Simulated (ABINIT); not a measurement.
Runs of ABINIT 10.8.3 (patched build) on Sn. It takes space group Fd-3m (No. 227, cubic). Conventional cell: a = 6.467 Å, b = 6.467 Å, c = 6.467 Å, α = 90.00°, β = 90.00°, γ = 90.00°. Sn (site symmetry -43m) has 4 Sn at 2.80 Å as nearest neighbours. This isn't the form of Sn at room conditions, which is tetragonal (white tin).

| task | level | potentials or basis | k mesh | cutoff (eV) | fine-grid cutoff | mesh quality | gap on the mesh (eV) | V0 of scaled cells (Å³/atom) | B0 (GPa) |
| --- | --- | --- | --- | --- | --- | --- | --- | --- | --- |
| band structure | LDA | JTH PAW LDA v2.0 | 7 × 7 × 7 | 408 | 816.342 eV | not flagged | none | - | - |
| equation of state | LDA-PZ | JTH PAW LDA v2.0 | 7 × 7 × 7 | 408 | 816.342 eV | not flagged | - | 34.00 | (a) |
| band structure | HLE16 | JTH PAW PBE v2.0 | 7 × 7 × 7 | 408 | 816.342 eV | not flagged | none | - | - |
| band structure | AM05 | JTH PAW PBE v2.0 sp | 7 × 7 × 7 | 408 | 816.342 eV | not flagged | none | - | - |
| equation of state | AM05 | JTH PAW PBE v2.0 sp | 7 × 7 × 7 | 408 | 816.342 eV | not flagged | - | 35.45 | 40 |
| band structure | PBE | SG15 NC PBE v1.2 | 7 × 7 × 7 | 980 | - | not flagged | none | - | - |
| single point | PBEsol | JTH PAW PBE v2.0 | 4 × 4 × 4 | 408 | 816.342 eV | coarse | none | - | - |

Alike in all rows: no spin polarisation; cell as given; smearing fermi-dirac 0.05 eV.

Question: Fill in the values left out.

Answer: (a) 44.

Caveats: some runs use coarse meshes; spin-orbit coupling is left out, which moves the levels of the heavy elements (some runs); the PAW data sets were made with another functional, which shifts forces and pressure a little (some runs); pressures at fixed basis lie under the slope of the energies (some runs); this set keeps more shells in the core, which shifts pressures and gaps (some runs); the atomic spheres overlap (some runs); the potentials were made for a functional far from this one (some runs); the potentials were made for another functional, which shifts forces and pressure (some runs).

A k mesh can miss the band edges, and the runs leave out spin-orbit coupling on Sn.

A gap of «none» marks a metal or a gap under the smearing width.

The runs don't all hold the same shells in valence.
